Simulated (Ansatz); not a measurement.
Input and command of a plane-wave DFT calculation in Ansatz:

```yaml
crystal:
  lattice:
    - [1.5994260774, 0.9234290764, 7.7548432223]
    - [-1.5994260774, 0.9234290764, 7.7548432223]
    - [0.0, -1.8468581527, 7.7548432223]
  atoms:
    - { symbol: Hf, position: [0.77941866, 0.77941866, 0.77941866] }
    - { symbol: Hf, position: [0.22058134, 0.22058134, 0.22058134] }
    - { symbol: Hf, position: [0.0, 0.0, 0.0] }
    - { symbol: "N", position: [0.61191553, 0.61191553, 0.61191553] }
    - { symbol: "N", position: [0.38808447, 0.38808447, 0.38808447] }
basis:
  ecutwfc: 250
kpoints:
  mp_grid: { grid: [12, 12, 12] }
hamiltonian:
  xc: r2scan
scf:
  occupations: { method: gaussian, width: 0.1 }
output:
  forces: true
  stress: true
  eigenvalues: true
```

```bash
ansatz run input.yaml --threads 1 --pin off --max-ram 2560MiB --backend cpu --events-out ev --progress --plain --runs-dir out
```

Processor: Intel(R) Xeon(R) Processor @ 2.50GHz (Skylake/Cascade Lake), 1 thread, on a host shared with other jobs.

Task: How long does it run, and how much memory does it take?

Result: About 64 s on 1 thread of Intel(R) Xeon(R) Processor @ 2.50GHz (Skylake/Cascade Lake), with other jobs on the host, peak memory 0.6 GiB. It solves 53 bands at 189 k points (the mesh reduced by symmetry) with about 595 plane waves, in 10 SCF iterations.
